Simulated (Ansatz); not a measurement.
# Dielectric response of BeS (110) films, part 3 of 5

Wanted: ε of zincblende BeS (110) by finite fields on slabs, and the band edges against the vacuum where run.

Ansatz 0.2.0; plane-wave DFT, PBE, Ansatz PAW (set soft_1); PAW set soft_1 (the session's first sound run).

So far, gap on the k-mesh (eV): step 2 (relaxation, 10 atoms, units 5) 2.71; step 4 (applied field, field 0.1 V/Å) 2.70; step 5 (applied field, field -0.1 V/Å) 2.70; step 7 (field 0.05 V/Å, other threshold, other force threshold) 2.71; step 8 (field -0.05 V/Å, other threshold, other force threshold) 2.71.

## Step 9: Response with the atoms relaxed, 10 atoms, units 5

This step: plane-wave DFT, PBE, Ansatz PAW (set soft_1); response to a field along the normal, atoms relaxed; PAW set soft_1 (Ansatz 0.2.0).

The two relaxed runs give the static response.

Numbers from this step:

* equivalent conductor thickness p/(ε₀AE): 8.119 Å
* distance between the outer atoms: 7.083 Å

Local field over the applied field, running mean. From the potentials at -0.05 and 0.05 V/Å; running mean over 1.722 Å, taken twice. Local field over applied field against z:

| z (Å) | local field over applied field |
| --- | --- |
| 4.5 | 0.999 |
| 5.0 | 0.997 |
| 5.5 | 0.990 |
| 6.0 | 0.969 |
| 6.5 | 0.911 |
| 7.0 | 0.808 |
| 7.5 | 0.693 |
| 8.0 | 0.550 |
| 8.5 | 0.401 |
| 9.0 | 0.234 |
| 9.5 | 0.0945 |
| 10.0 | 0.0558 |
| 10.5 | 0.0676 |
| 11.0 | 0.116 |
| 11.5 | 0.152 |
| 12.0 | 0.167 |
| 12.5 | 0.170 |
| 13.0 | 0.163 |
| 13.5 | 0.147 |
| 14.0 | 0.104 |
| 14.5 | 0.0602 |
| 15.0 | 0.0579 |
| 15.5 | 0.119 |
| 16.0 | 0.273 |
| 16.5 | 0.434 |
| 17.0 | 0.585 |
| 17.5 | 0.721 |
| 18.0 | 0.831 |
| 18.5 | 0.929 |
| 19.0 | 0.976 |
| 19.5 | 0.992 |
| 20.0 | 0.998 |
| 20.5 | 0.999 |

The induced dipole is that of a conductor 8.12 Å thick.

## Step 10: Relaxing the film, 16 atoms, units 8

This step: plane-wave DFT, PBE, Ansatz PAW (set soft_1); PAW set soft_1 (Ansatz 0.2.0).

System of this step: BeS (110), 8 units. The cell holds 16 atoms: 8 Be and 8 S. Cell: a = 3.444 Å, b = 4.870 Å, c = 30.053 Å, α = 90.0°, β = 90.0°, γ = 90.0°. It derives from BeS (zincblende BeS). Vacuum lies along c.

The next thickness, treated alike, so that differences show the interior and the faces cancel.

File input.yaml:

```yaml
crystal:
  lattice:
    - [3.44361002, 0.0, 0.0]
    - [0.0, 4.87, 0.0]
    - [0.0, 0.0, 30.0526350853]
  atoms:
    - { symbol: Be, position: [0.5, 0.5, 0.299474571] }
    - { symbol: S, position: [0.0, 0.75, 0.299474571] }
    - { symbol: Be, position: [0.0, 0.0, 0.3567675507] }
    - { symbol: S, position: [0.5, 0.25, 0.3567675507] }
    - { symbol: Be, position: [0.5, 0.5, 0.4140605304] }
    - { symbol: S, position: [0.0, 0.75, 0.4140605304] }
    - { symbol: Be, position: [0.0, 0.0, 0.4713535101] }
    - { symbol: S, position: [0.5, 0.25, 0.4713535101] }
    - { symbol: Be, position: [0.5, 0.5, 0.5286464899] }
    - { symbol: S, position: [0.0, 0.75, 0.5286464899] }
    - { symbol: Be, position: [0.0, 0.0, 0.5859394696] }
    - { symbol: S, position: [0.5, 0.25, 0.5859394696] }
    - { symbol: Be, position: [0.5, 0.5, 0.6432324493] }
    - { symbol: S, position: [0.0, 0.75, 0.6432324493] }
    - { symbol: Be, position: [0.0, 0.0, 0.700525429] }
    - { symbol: S, position: [0.5, 0.25, 0.700525429] }
kpoints:
  mp_grid: { grid: [8, 6, 1] }
hamiltonian:
  xc: pbe
  pseudopotentials: { kind: paw, azcp: { folder: soft_1 } }
scf:
  occupations: { method: fixed }
  convergence: { dr2_threshold: 1.0e-09 }
efield:
  axis: 3
  dipole_correction: true
  ramp_position: 0.97
  ramp_width: 0.06
relax:
  f_tol: 0.003
  max_steps: 100
output:
  write_potential: true
  write_density: true
  volumetric_format: npy
```

On the command line:

```console
$ ansatz run input.yaml --threads 4 --pin off --max-ram 8192MiB --backend cpu --events-out ev --progress --plain --runs-dir out
```

Numbers of over 12 decimals in the logs are rounded to 6 here.

Log:

```text
[...]
Crystal: 16 atoms, lattice volume = 503.994 Å³
Basis set: ecut = 420 eV, 9775 PW (Γ), exchange–correlation on 48×72×432 points (8 copies of the dense FFT grid, shifted against one another)
Bands: 48, of which v1, the nominal top of the filled ones, is band 32 counted from 1 (31 counted from 0)
Symmetry: 2 space group operations
[...]
- { symbol: Be, position: [-3.8897030830361673e-19, -0.0092433, 0.585538] }
    - { symbol: S, position: [0.5, 0.242425, 0.586495] }
    - { symbol: Be, position: [0.5, 0.488723, 0.645689] }
    - { symbol: S, position: [2.096356110813758e-19, 0.739359, 0.643449] }
    - { symbol: Be, position: [-1.2298685340186174e-17, 0.056931, 0.687832] }
    - { symbol: S, position: [0.5, 0.250620, 0.704005] }
[key lines of the parts left out:]
SCF converged after 7 iterations
Free energy (F): -7974.426065 eV
Fermi energy:    -1.154886 eV
Dipole field:    D = -0.000000 V/Å  (p = -0.000000 e·Å, saw-weighted, corrected)
Work function:   Φ+ = 6.4750 eV   Φ− = 6.4750 eV
```

The job ended after 1.9 min (4 threads of Arm Neoverse N1, shared host; peak memory 1 GiB).

The steps of the relaxation:

| step | energy less that of the first step (eV) | largest force component (eV/Å) |
| --- | --- | --- |
| 1 | 0.0000 | 1.6745 |
| 2 | -0.8183 | 0.8273 |
| 3 | -1.1142 | 0.1950 |
| 4 | -1.1355 | 0.0383 |
| 5 | -1.1357 | 0.0458 |
| 6 | -1.1364 | 0.0022 |

The run keeps the 2 symmetry operations that it works with, so distortions that break them were not tested.

The atoms that moved most (Å):

| atom | dx | dy | dz | length |
| --- | --- | --- | --- | --- |
| Be15 | 0.000 | 0.277 | -0.381 | 0.472 |
| Be1 | 0.000 | 0.277 | 0.381 | 0.472 |
| S16 | 0.000 | 0.003 | 0.105 | 0.105 |
| S2 | 0.000 | 0.003 | -0.105 | 0.105 |
| Be3 | 0.000 | -0.055 | -0.074 | 0.092 |
| Be13 | 0.000 | -0.055 | 0.074 | 0.092 |
| S4 | 0.000 | -0.052 | -0.007 | 0.052 |
| S14 | 0.000 | -0.052 | 0.007 | 0.052 |

The relaxation took 6 steps and lowered the energy by 1.1 eV; the largest force on the free atoms ends at 0.0022 eV/Å.

The gap is 2.87 eV, with the valence edge 6.47 eV and the conduction edge 3.61 eV under the upper vacuum level.

## Step 11: Single point on the relaxed film, 16 atoms, units 8

The next thickness, treated alike, so that differences show the interior and the faces cancel.

File input.yaml:

```yaml
crystal:
  lattice:
    - [3.44361002, 0.0, 0.0]
    - [0.0, 4.87, 0.0]
    - [0.0, 0.0, 30.0526350853]
  atoms:
    - { symbol: Be, position: [0.5, 0.5569308905, 0.312168027] }
    - { symbol: S, position: [0.0, 0.7506200689, 0.2959954468] }
    - { symbol: Be, position: [0.0, -0.0112769173, 0.3543109944] }
    - { symbol: S, position: [0.5, 0.2393585932, 0.3565511856] }
    - { symbol: Be, position: [0.5, 0.490756682, 0.4144619869] }
    - { symbol: S, position: [0.0, 0.7424250914, 0.4135048706] }
    - { symbol: Be, position: [0.0, -0.0095578804, 0.4710486675] }
    - { symbol: S, position: [0.5, 0.2407434227, 0.4714937768] }
    - { symbol: Be, position: [0.5, 0.4904421274, 0.5289513337] }
    - { symbol: S, position: [0.0, 0.7407434285, 0.5285062209] }
    - { symbol: Be, position: [0.0, -0.0092433029, 0.5855380139] }
    - { symbol: S, position: [0.5, 0.2424251043, 0.5864951286] }
    - { symbol: Be, position: [0.5, 0.4887231005, 0.6456890063] }
    - { symbol: S, position: [0.0, 0.7393586069, 0.6434488139] }
    - { symbol: Be, position: [0.0, 0.0569309024, 0.6878319735] }
    - { symbol: S, position: [0.5, 0.2506200817, 0.7040045537] }
kpoints:
  mp_grid: { grid: [8, 6, 1] }
hamiltonian:
  xc: pbe
  pseudopotentials: { kind: paw, azcp: { folder: soft_1 } }
scf:
  occupations: { method: fixed }
  convergence: { dr2_threshold: 1.0e-09 }
efield:
  axis: 3
  dipole_correction: true
  ramp_position: 0.97
  ramp_width: 0.06
output:
  eigenvalues: true
  write_potential: true
  write_density: true
  volumetric_format: npy
  elf: true
```

Log:

```text
[...]
Crystal: 16 atoms, lattice volume = 503.994 Å³
Basis set: ecut = 420 eV, 9775 PW (Γ)
Bands: 48, of which v1, the nominal top of the filled ones, is band 32 counted from 1 (31 counted from 0)
Symmetry: 2 space group operations
k-points: 20 of 48 (time reversal used)
[...]
k-point 1: bands = [... 28 lower, -1.4871, -1.4793, -1.4114, -1.3086, 2.4201, 2.9921, 3.6712, 3.7887, ... 12 higher]
  k-point 2: bands = [... 28 lower, -1.9474, -1.9398, -1.5556, -1.5262, 2.8986, 3.3419, 3.8331, 3.9060, ... 12 higher]
  k-point 19: bands = [... 28 lower, -2.2213, -2.2213, -1.7173, -1.7173, 3.1301, 3.1301, 4.6661, 4.6661, ... 12 higher]
[key lines of the parts left out:]
SCF converged after 10 iterations
Free energy (F): -7974.426599 eV
Fermi energy:    -1.154856 eV
Dipole field:    D = -0.000002 V/Å  (p = -0.000004 e·Å, saw-weighted, corrected)
Work function:   Φ+ = 6.4750 eV   Φ− = 6.4749 eV
```

Wall time 33 s (4 threads); peak memory 1.1 GiB.

The gap is 2.87 eV, with the valence edge 6.47 eV and the conduction edge 3.61 eV under the upper vacuum level.

## Step 12: Single point, 16 atoms, units 8, field 0.1 V/Å

input.yaml, as its differences from that of step 11:

```diff
@@ -29,3 +29,3 @@
   occupations: { method: fixed }
-  convergence: { dr2_threshold: 1.0e-09 }
+  convergence: { dr2_threshold: 1.0e-10 }
 efield:
@@ -33,6 +33,6 @@
   dipole_correction: true
-  ramp_position: 0.97
-  ramp_width: 0.06
+  ramp_position: 0.9619
+  ramp_width: 0.0762
+  amplitude: 0.1
 output:
-  eigenvalues: true
   write_potential: true
@@ -40,2 +40 @@
   volumetric_format: npy
-  elf: true
```

Log:

```text
[...]
Crystal: 16 atoms, lattice volume = 503.994 Å³
Basis set: ecut = 420 eV, 9775 PW (Γ)
Bands: 48, of which v1, the nominal top of the filled ones, is band 32 counted from 1 (31 counted from 0)
Symmetry: 2 space group operations
k-points: 20 of 48 (time reversal used)
[...]
k-point 0: bands = [... 28 lower, -1.3896, -1.3014, -1.2227, -1.1376, 2.2217, 2.8329, 3.5402, 3.6247, ... 12 higher]
  k-point 1: bands = [... 28 lower, -1.4987, -1.4903, -1.3842, -1.2861, 2.4126, 2.9952, 3.6291, 3.7529, ... 12 higher]
  k-point 2: bands = [... 28 lower, -1.9349, -1.8909, -1.6223, -1.4549, 2.8878, 3.3442, 3.7858, 3.9370, ... 12 higher]
  k-point 19: bands = [... 28 lower, -2.2715, -2.1605, -1.8120, -1.6207, 3.0205, 3.2384, 4.6456, 4.6686, ... 12 higher]
[key lines of the parts left out:]
SCF converged after 12 iterations
Free energy (F): -7974.432067 eV
Fermi energy:    -1.137575 eV
Dipole field:    D = 0.039264 V/Å  (p = 0.109360 e·Å, saw-weighted, corrected)
```

The job ended after 34 s (4 threads; peak memory 1.1 GiB; 2.2 min of CPU time).

The dipole is 0.109 e·Å, and the gap on the mesh 2.766 eV.

## Step 13: Single point, 16 atoms, units 8, field -0.1 V/Å

input.yaml, as its differences from that of step 12:

```diff
@@ -35,3 +35,3 @@
   ramp_width: 0.0762
-  amplitude: 0.1
+  amplitude: -0.1
 output:
```

Log:

```text
[...]
Crystal: 16 atoms, lattice volume = 503.994 Å³
Basis set: ecut = 420 eV, 9775 PW (Γ)
Bands: 48, of which v1, the nominal top of the filled ones, is band 32 counted from 1 (31 counted from 0)
Symmetry: 2 space group operations
k-points: 20 of 48 (time reversal used)
[...]
k-point 0: bands = [... 28 lower, -1.3896, -1.3014, -1.2227, -1.1376, 2.2217, 2.8329, 3.5402, 3.6247, ... 12 higher]
  k-point 1: bands = [... 28 lower, -1.4987, -1.4903, -1.3842, -1.2861, 2.4126, 2.9952, 3.6291, 3.7529, ... 12 higher]
  k-point 2: bands = [... 28 lower, -1.9349, -1.8909, -1.6223, -1.4549, 2.8878, 3.3442, 3.7858, 3.9370, ... 12 higher]
  k-point 19: bands = [... 28 lower, -2.2715, -2.1605, -1.8120, -1.6207, 3.0205, 3.2384, 4.6456, 4.6686, ... 12 higher]
[key lines of the parts left out:]
SCF converged after 12 iterations
Free energy (F): -7974.432067 eV
Fermi energy:    -1.137575 eV
Dipole field:    D = -0.039264 V/Å  (p = -0.109360 e·Å, saw-weighted, corrected)
```

Run time: 35 s. Hardware: 4 threads; peak memory 1.1 GiB; 2.3 min of CPU time.

The dipole is -0.109 e·Å, and the gap on the mesh 2.766 eV.

## Step 14: Response with the atoms held, 16 atoms, units 8

This step: plane-wave DFT, PBE, Ansatz PAW (set soft_1); response to a field along the normal, atoms held; PAW set soft_1 (Ansatz 0.2.0).

Local field over the applied field, running mean. From the potentials at -0.1 and 0.1 V/Å; running mean over 1.722 Å, taken twice. Table of local field over applied field by z:

| z (Å) | local field over applied field |
| --- | --- |
| 4 | 1.000 |
| 5 | 0.997 |
| 6 | 0.973 |
| 7 | 0.842 |
| 8 | 0.540 |
| 9 | 0.255 |
| 10 | 0.173 |
| 11 | 0.187 |
| 12 | 0.187 |
| 13 | 0.185 |
| 14 | 0.189 |
| 15 | 0.190 |
| 16 | 0.189 |
| 17 | 0.186 |
| 18 | 0.186 |
| 19 | 0.187 |
| 20 | 0.173 |
| 21 | 0.245 |
| 22 | 0.522 |
| 23 | 0.829 |
| 24 | 0.970 |
| 25 | 0.997 |

The induced dipole is that of a conductor 11.80 Å thick.

## Step 15: Relaxing the film, 24 atoms, units 12

This step: plane-wave DFT, PBE, Ansatz PAW (set soft_1); PAW set soft_1 (Ansatz 0.2.0).

System of this step: BeS (110), 12 units. The cell holds 24 atoms: 12 Be and 12 S. Its edges and angles: a = 3.444 Å, b = 4.870 Å, c = 36.940 Å, α = 90.0°, β = 90.0°, γ = 90.0°. It derives from BeS (zincblende BeS). Vacuum lies along c.

The next thickness, treated alike, so that differences show the interior and the faces cancel.

File input.yaml:

```yaml
crystal:
  lattice:
    - [3.44361002, 0.0, 0.0]
    - [0.0, 4.87, 0.0]
    - [0.0, 0.0, 36.9398551341]
  atoms:
    - { symbol: Be, position: [0.5, 0.5, 0.2436392879] }
    - { symbol: S, position: [0.0, 0.75, 0.2436392879] }
    - { symbol: Be, position: [0.0, 0.0, 0.2902503265] }
    - { symbol: S, position: [0.5, 0.25, 0.2902503265] }
    - { symbol: Be, position: [0.5, 0.5, 0.336861365] }
    - { symbol: S, position: [0.0, 0.75, 0.336861365] }
    - { symbol: Be, position: [0.0, 0.0, 0.3834724036] }
    - { symbol: S, position: [0.5, 0.25, 0.3834724036] }
    - { symbol: Be, position: [0.5, 0.5, 0.4300834422] }
    - { symbol: S, position: [0.0, 0.75, 0.4300834422] }
    - { symbol: Be, position: [0.0, 0.0, 0.4766944807] }
    - { symbol: S, position: [0.5, 0.25, 0.4766944807] }
    - { symbol: Be, position: [0.5, 0.5, 0.5233055193] }
    - { symbol: S, position: [0.0, 0.75, 0.5233055193] }
    - { symbol: Be, position: [0.0, 0.0, 0.5699165578] }
    - { symbol: S, position: [0.5, 0.25, 0.5699165578] }
    - { symbol: Be, position: [0.5, 0.5, 0.6165275964] }
    - { symbol: S, position: [0.0, 0.75, 0.6165275964] }
    - { symbol: Be, position: [0.0, 0.0, 0.663138635] }
    - { symbol: S, position: [0.5, 0.25, 0.663138635] }
    - { symbol: Be, position: [0.5, 0.5, 0.7097496735] }
    - { symbol: S, position: [0.0, 0.75, 0.7097496735] }
    - { symbol: Be, position: [0.0, 0.0, 0.7563607121] }
    - { symbol: S, position: [0.5, 0.25, 0.7563607121] }
kpoints:
  mp_grid: { grid: [8, 6, 1] }
hamiltonian:
  xc: pbe
  pseudopotentials: { kind: paw, azcp: { folder: soft_1 } }
scf:
  occupations: { method: fixed }
  convergence: { dr2_threshold: 1.0e-09 }
efield:
  axis: 3
  dipole_correction: true
  ramp_position: 0.97
  ramp_width: 0.06
relax:
  f_tol: 0.003
  max_steps: 100
output:
  write_potential: true
  write_density: true
  volumetric_format: npy
```

Log:

```text
[...]
Crystal: 24 atoms, lattice volume = 619.495 Å³
Basis set: ecut = 420 eV, 12037 PW (Γ), exchange–correlation on 48×72×500 points (8 copies of the dense FFT grid, shifted against one another)
Bands: 72, of which v1, the nominal top of the filled ones, is band 48 counted from 1 (47 counted from 0)
Symmetry: 2 space group operations
[...]
- { symbol: Be, position: [-1.1348762597082389e-18, -0.00614319, 0.662996] }
    - { symbol: S, position: [0.500000, 0.245515, 0.663736] }
    - { symbol: Be, position: [0.500000, 0.491811, 0.711898] }
    - { symbol: S, position: [-7.70511775737991e-19, 0.742448, 0.710098] }
    - { symbol: Be, position: [-2.675253129653072e-18, 0.060024, 0.746201] }
    - { symbol: S, position: [0.500000, 0.253736, 0.759347] }
[key lines of the parts left out:]
SCF converged after 7 iterations
Free energy (F): -11962.289074 eV
Fermi energy:    0.042647 eV
Dipole field:    D = 0.000000 V/Å  (p = 0.000001 e·Å, saw-weighted, corrected)
Work function:   Φ+ = 6.4560 eV   Φ− = 6.4560 eV
```

Wall time 4.1 min (4 threads); peak memory 1.5 GiB; 16 min of CPU time.

Step by step:

| step | energy less that of the first step (eV) | largest force component (eV/Å) |
| --- | --- | --- |
| 1 | 0.0000 | 1.6741 |
| 2 | -0.8196 | 0.8258 |
| 3 | -1.1145 | 0.1924 |
| 4 | -1.1360 | 0.0384 |
| 5 | -1.1363 | 0.0418 |
| 6 | -1.1369 | 0.0027 |

The run keeps the 2 symmetry operations that it works with, so distortions that break them were not tested.

The atoms that moved most (Å):

| atom | dx | dy | dz | length |
| --- | --- | --- | --- | --- |
| Be1 | 0.000 | 0.292 | 0.375 | 0.476 |
| Be23 | 0.000 | 0.292 | -0.375 | 0.476 |
| S2 | 0.000 | 0.018 | -0.110 | 0.112 |
| S24 | 0.000 | 0.018 | 0.110 | 0.112 |
| Be21 | 0.000 | -0.040 | 0.079 | 0.089 |
| Be3 | 0.000 | -0.040 | -0.079 | 0.089 |
| S22 | 0.000 | -0.037 | 0.013 | 0.039 |
| S4 | 0.000 | -0.037 | -0.013 | 0.039 |

Running mean over 1.722 Å of the planar mean; the ramp of the sawtooth is left out. Electron's electrostatic potential energy less the highest filled level against z:

z (Å), electron's electrostatic potential energy less the highest filled level (eV) and a bar from the least value:
```
        4       6.46 ##############################
        5       6.46 ##############################
        6       6.44 ##############################
        7       6.22 #############################
        8       3.11 ####################
        9      -1.85 #####
       10      -3.43 
       11      -2.94 #
       12      -2.72 ##
       13      -2.77 ##
       14      -2.80 ##
       15      -2.79 ##
       16      -2.80 ##
       17      -2.79 ##
       18      -2.80 ##
       19      -2.80 ##
       20      -2.79 ##
       21      -2.80 ##
       22      -2.79 ##
       23      -2.79 ##
       24      -2.77 ##
       25      -2.71 ##
       26      -2.98 #
       27      -3.39 
       28      -1.69 #####
       29       3.44 #####################
       30       6.26 #############################
       31       6.45 ##############################
       32       6.46 ##############################
       33       6.46 ##############################
```

The relaxation took 6 steps and lowered the energy by 1.1 eV; the largest force on the free atoms ends at 0.0027 eV/Å.

The gap is 2.84 eV, with the valence edge 6.46 eV and the conduction edge 3.62 eV under the upper vacuum level.

## Step 16: The series together

Times are for 4 threads of Arm Neoverse N1, shared host. The series side by side:

| no. | units | gap by band count (eV) | ionisation energy, upper face (eV) | electron affinity, upper face (eV) | time | memory (GiB) |
| --- | --- | --- | --- | --- | --- | --- |
| 1 | 5 | 2.707 | 6.522 | 3.815 | 55 s | 0.75 |
| 2 | 8 | 2.865 | 6.475 | 3.610 | 1.9 min | 1.0 |
| 3 | 12 | 2.836 | 6.456 | 3.620 | 4.1 min | 1.5 |

The valence density, planar mean (5) oscillates, so the rows of the table below give means over windows of 0.5 Å about each position, cut where the curve ends. Its maxima inside the range that stand out by 2 % of the span (Å: e/Å³): 9.26: 0.289, 10.37: 0.299, 12.72: 0.289, 14.52: 0.299, 15.62: 0.289. Its minima: 9.82: 0.250, 11.61: 0.248, 13.27: 0.248, 15.07: 0.250.

The runs together. Table of valence density, planar mean by z; means over each step:

| z (Å) | 5 (e/Å³) | 8 (e/Å³) | 12 (e/Å³) |
| --- | --- | --- | --- |
| 5.0 | 1.1e-5 | 1.1e-5 | 1.1e-5 |
| 5.5 | 5.1e-5 | 5.2e-5 | 5.4e-5 |
| 6.0 | 2.3e-4 | 2.4e-4 | 2.4e-4 |
| 6.5 | 0.00106 | 0.00111 | 0.00111 |
| 7.0 | 0.00507 | 0.00528 | 0.00538 |
| 7.5 | 0.0232 | 0.0241 | 0.0247 |
| 8.0 | 0.0961 | 0.0984 | 0.0997 |
| 8.5 | 0.218 | 0.218 | 0.220 |
| 9.0 | 0.276 | 0.276 | 0.276 |
| 9.5 | 0.271 | 0.270 | 0.269 |
| 10.0 | 0.267 | 0.267 | 0.267 |
| 10.5 | 0.296 | 0.295 | 0.295 |
| 11.0 | 0.287 | 0.287 | 0.287 |
| 11.5 | 0.256 | 0.259 | 0.259 |
| 12.0 | 0.278 | 0.279 | 0.280 |
| 12.5 | 0.288 | 0.288 | 0.288 |
| 13.0 | 0.270 | 0.269 | 0.269 |
| 13.5 | 0.262 | 0.263 | 0.264 |
| 14.0 | 0.290 | 0.288 | 0.288 |
| 14.5 | 0.294 | 0.285 | 0.284 |
| 15.0 | 0.260 | 0.260 | 0.259 |
| 15.5 | 0.278 | 0.282 | 0.282 |
| 16.0 | 0.268 | 0.288 | 0.288 |
| 16.5 | 0.194 | 0.266 | 0.267 |
| 17.0 | 0.0716 | 0.265 | 0.268 |
| 17.5 | 0.0167 | 0.288 | 0.288 |
| 18.0 | 0.00357 | 0.282 | 0.282 |
| 18.5 | 7.4e-4 | 0.258 | 0.259 |
| 19.0 | 1.6e-4 | 0.285 | 0.284 |
| 19.5 | 3.5e-5 | 0.295 | 0.288 |
| 20.0 | 7.7e-6 | 0.271 | 0.264 |
| 20.5 | 1.7e-6 | 0.266 | 0.271 |
| 21.0 | 3.7e-7 | 0.279 | 0.289 |
| 21.5 | 0 | 0.229 | 0.280 |
| 22.0 | 0 | 0.110 | 0.260 |
| 22.5 | 0 | 0.0279 | 0.286 |
| 23.0 | 0 | 0.00612 | 0.287 |
| 23.5 | 0 | 0.00128 | 0.260 |
| 24.0 | 0 | 2.8e-4 | 0.273 |
| 24.5 | 0 | 6.1e-5 | 0.288 |

(Continued in part 4 of 5.)

[Logs are printed without paths, hosts, clocks, repeated set-up lines and the standing remarks that a program may print on its own settings, such as how far it seeks lower states.]

[Hosts, paths, dates, database ids (printed as entryN), source tags and the programs' standing remarks are cut or masked in the printed files.]

[Maps of the electrostatic potential energy from Ansatz leave out the sawtooth potential of an applied field or a dipole correction, so their vacuum need not be flat; planar profiles and work functions include it.]
